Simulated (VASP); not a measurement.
These are r2SCAN meta-GGA, VASP's PBE PAW potentials (set 64) (plane waves; VASP 6.6.1) values and carry that method's errors.

A VASP calculation is set up with these files.

POSCAR:
```
CsBr
1.0
  4.3290096447   0.0000000000   0.0000000000
  0.0000000000   4.3290096447   0.0000000000
  0.0000000000   0.0000000000   4.3290096447
Cs Br
1 1
direct
  0.0000000000   0.0000000000   0.0000000000
  0.5000000000   0.5000000000   0.5000000000
```

File KPOINTS:
```
K-points
0
G
 6 6 6
```

### INCAR
```
# general
SYSTEM =CsBr
PREC   =Accurate
ENCUT  =400   # plane-wave cut-off (eV)
LREAL  =.FALSE.   # projection in real space or not
LASPH  =.TRUE.   # aspherical one-centre terms

# electronic loop
EDIFF  =1E-6
NELM   =100   # most electronic steps
ALGO   =Normal   # blocked Davidson
LMAXMIX=4   # l cut-off of mixed one-centre charges
LMIXTAU=.TRUE.

# smearing
ISMEAR =0   # Gaussian
SIGMA  =0.05   # width (eV)

# functional
METAGGA=R2SCAN

# ions
IBRION =2   # conjugate gradients
NSW    =60
ISIF   =3
EDIFFG =-0.01   # ionic stop

# output
LWAVE  =.FALSE.
LCHARG =.FALSE.
```

POTCAR, in this order: Cs_sv Br (PBE.64 set). Program: vasp_std.

The resulting files:

**OUTCAR**
```
 ion  position               nearest neighbor table
   1  0.000  0.000  0.000-
   2  0.500  0.500  0.500-
  LATTYP: Found a simple cubic cell.
 ALAT       =     4.3290096447
 Subroutine PRICEL returns:
 Original cell was already a primitive cell.
 Subroutine GETGRP returns: Found 48 space group operations
The static configuration has the point symmetry O_h .
The dynamic configuration has the point symmetry O_h .
 Subroutine INISYM returns: Found 48 space group operations
 Subroutine IBZKPT returns following result:
 Found     20 irreducible k-points:

 Following reciprocal coordinates:
            Coordinates               Weight
  0.000000  0.000000  0.000000      1.000000
  0.166667  0.000000  0.000000      6.000000
  0.333333  0.000000  0.000000      6.000000
  0.500000  0.000000  0.000000      3.000000
  0.166667  0.166667  0.000000     12.000000
  0.333333  0.166667  0.000000     24.000000
  0.500000  0.166667  0.000000     12.000000
  0.333333  0.333333  0.000000     12.000000
  0.500000  0.333333  0.000000     12.000000
  0.500000  0.500000  0.000000      3.000000
  0.166667  0.166667  0.166667      8.000000
  0.333333  0.166667  0.166667     24.000000
  0.500000  0.166667  0.166667     12.000000
  0.333333  0.333333  0.166667     24.000000
  0.500000  0.333333  0.166667     24.000000
  0.500000  0.500000  0.166667      6.000000
  0.333333  0.333333  0.333333      8.000000
  0.500000  0.333333  0.333333     12.000000
  0.500000  0.500000  0.333333      6.000000
  0.500000  0.500000  0.500000      1.000000
   k-points           NKPTS =     20   k-points in BZ     NKDIM =     20   number of bands    NBANDS=     12
   number of dos      NEDOS =    301   number of ions     NIONS =      2
   total plane-waves  NPLWV =  21952
   dimension x,y,z NGX =    28 NGY =   28 NGZ =   28
   dimension x,y,z NGXF=    56 NGYF=   56 NGZF=   56
   ions per type =               1   1
   PREC   = accura    normal or accurate (medium, high low for compatibility)
   ISTART =      0    job   : 0-new  1-cont  2-samecut
   ICHARG =      2    charge: 1-file 2-atom 10-const
   ISPIN  =      1    spin polarized calculation?
   LNONCOLLINEAR =      F non collinear calculations
   LSORBIT =      F    spin-orbit coupling
   INIWAV =      1    electr: 0-lowe 1-rand  2-diag
   ENCUT  =  400.0 eV  29.40 Ry    5.42 a.u.   7.06  7.06  7.06*2*pi/ulx,y,z
   NELM   =    100;   NELMIN=  2; NELMDL= -5     # of ELM steps
   EDIFF  = 0.1E-05   stopping-criterion for ELM
   LREAL  =      F    real-space projection
   NLSPLINE    = F    spline interpolate recip. space projectors
   LMAXMIX     =    4 max onsite mixed and CHGCAR
   VOSKOWN=      0    Vosko Wilk Nusair interpolation
   EDIFFG = -.1E-01   stopping-criterion for IOM
   NSW    =     60    number of steps for IOM
   NBLOCK =      1;   KBLOCK =     60    inner block; outer block
   IBRION =      2    ionic relax: 0-MD 1-quasi-New 2-CG
   NFREE  =      1    steps in history (QN), initial steepest desc. (CG)
   ISIF   =      3    stress and relaxation
   ISYM   =      2    0-nonsym 1-usesym 2-fastsym
   TEIN   =    0.0    initial temperature
   TEBEG  =    0.0;   TEEND  =   0.0 temperature during run
   SMASS  =  -3.00    Nose mass-parameter (am)
   PSTRESS=    0.0 pullay stress
   NELECT =      16.0000    total number of electrons
   EFERMI =   0.00;   METHOD = LEGACY
   ISMEAR =     0;   SIGMA  =   0.05  broadening in eV -4-tet -1-fermi 0-gaus
   IALGO  =     38    algorithm
   LDIAG  =      T    sub-space diagonalisation (order eigenvalues)
   IMIX   =      4    mixing-type and parameters
     AMIX     =   0.40;   BMIX     =  1.00
     AMIX_MAG =   1.60;   BMIX_MAG =  1.00
...
```

**OSZICAR**
```
       N       E                     dE             d eps       ncg     rms          rms(c)
DAV:   1     0.478996517100E+02    0.47900E+02   -0.59224E+03   480   0.948E+02
DAV:   2    -0.396126053992E+02   -0.87512E+02   -0.81437E+02   704   0.171E+02
DAV:   3    -0.458788883144E+02   -0.62663E+01   -0.62456E+01   604   0.523E+01
DAV:   4    -0.459366568067E+02   -0.57768E-01   -0.57740E-01   556   0.593E+00
DAV:   5    -0.459372247417E+02   -0.56794E-03   -0.56779E-03   588   0.559E-01    0.173E+00
DAV:   6    -0.428795436522E+02    0.30577E+01   -0.60113E-01   532   0.645E+00    0.143E+00
DAV:   7    -0.416189811492E+02    0.12606E+01   -0.46749E-01   552   0.529E+00    0.562E-01
DAV:   8    -0.423436390802E+02   -0.72466E+00   -0.35806E-01   488   0.592E+00    0.448E-01
DAV:   9    -0.423605859981E+02   -0.16947E-01   -0.15488E-01   480   0.437E+00    0.270E-01
DAV:  10    -0.423408386020E+02    0.19747E-01   -0.15893E-01   488   0.421E+00    0.884E-02
DAV:  11    -0.423056957302E+02    0.35143E-01   -0.28675E-02   504   0.197E+00    0.682E-02
DAV:  12    -0.423201997078E+02   -0.14504E-01   -0.10404E-02   496   0.122E+00    0.485E-02
DAV:  13    -0.423189735186E+02    0.12262E-02   -0.21989E-04   576   0.168E-01    0.378E-02
DAV:  14    -0.423220352368E+02   -0.30617E-02   -0.12668E-03   484   0.406E-01    0.647E-03
DAV:  15    -0.423221512874E+02   -0.11605E-03   -0.61617E-05   548   0.101E-01    0.475E-03
DAV:  16    -0.423221727261E+02   -0.21439E-04   -0.28606E-06   536   0.198E-02    0.463E-03
DAV:  17    -0.423221563796E+02    0.16347E-04   -0.34599E-06   520   0.250E-02    0.243E-03
DAV:  18    -0.423221900139E+02   -0.33634E-04   -0.19238E-05   492   0.579E-02    0.134E-03
DAV:  19    -0.423221902885E+02   -0.27453E-06   -0.20852E-07   384   0.443E-03
   1 F= -.42322190E+02 E0= -.42322190E+02  d E =-.423222E+02
       N       E                     dE             d eps       ncg     rms          rms(c)
DAV:   1    -0.423226878895E+02   -0.49788E-03   -0.10891E-02   484   0.689E-01    0.105E-01
DAV:   2    -0.423223305093E+02    0.35738E-03   -0.53349E-04   500   0.161E-01    0.469E-02
DAV:   3    -0.423222401674E+02    0.90342E-04   -0.33545E-04   484   0.125E-01    0.165E-02
DAV:   4    -0.423222435515E+02   -0.33841E-05   -0.33918E-05   488   0.644E-02    0.613E-03
DAV:   5    -0.423222485538E+02   -0.50023E-05   -0.17966E-05   488   0.532E-02    0.413E-03
DAV:   6    -0.423222497397E+02   -0.11859E-05   -0.12118E-05   488   0.402E-02    0.160E-03
DAV:   7    -0.423222531793E+02   -0.34396E-05   -0.21143E-06   424   0.183E-02    0.410E-04
DAV:   8    -0.423222535218E+02   -0.34252E-06   -0.32000E-07   264   0.658E-03
   2 F= -.42322254E+02 E0= -.42322254E+02  d E =-.632334E-04
```

File OUTCAR:
```
------------------------ aborting loop because EDIFF is reached ----------------------------------------
  FORCE on cell =-STRESS in cart. coord.  units (eV):
  Direction    XX          YY          ZZ          XY          YZ          ZX
  --------------------------------------------------------------------------------------
  Total       -0.0132884     -0.0132884     -0.0132884      0.0000000      0.0000000     -0.0000000
  in kB       -0.2631165     -0.2631165     -0.2631165      0.0000000      0.0000000     -0.0000000
  external PRESSURE =      -0.2631165 kB  Pullay stress =       0.0000000 kB
  volume of cell :       80.92
      direct lattice vectors                 reciprocal lattice vectors
     4.325258317  0.000000000  0.000000000     0.231200064  0.000000000 -0.000000000
    -0.000000000  4.325258317  0.000000000    -0.000000000  0.231200064  0.000000000
     0.000000000 -0.000000000  4.325258317    -0.000000000 -0.000000000  0.231200064
 POSITION                                       TOTAL-FORCE (eV/Angst)
 -----------------------------------------------------------------------------------
      0.00000      0.00000      0.00000         0.000000      0.000000      0.000000
      2.16263      2.16263      2.16263        -0.000000     -0.000000      0.000000
 -----------------------------------------------------------------------------------
    total drift:                                0.000000      0.000000      0.000000
  FREE ENERGIE OF THE ION-ELECTRON SYSTEM (eV)
  ---------------------------------------------------
  free  energy   TOTEN  =       -42.3222535218 eV

  energy  without entropy=      -42.3222535218  energy(sigma->0) =      -42.32225352

 reached required accuracy - stopping structural energy minimisation
```
(Selected blocks of OUTCAR.)

File CONTCAR:
```
CsBr
   1.00000000000000
     4.3252583169649652    0.0000000000000000    0.0000000000000000
    -0.0000000000000000    4.3252583169649652    0.0000000000000000
     0.0000000000000000   -0.0000000000000000    4.3252583169649652
  Cs              Br
     1     1
Direct
     0.0000000000000000    0.0000000000000000    0.0000000000000000
     0.5000000000000000    0.5000000000000000    0.5000000000000000
```

The structure was generated: CsBr was put into the CsCl type type (Pm-3m), which need not be its known phase. This run relaxes it. Symmetry was kept, so distortions that lower it aren't found. The start is the result of an earlier pass.
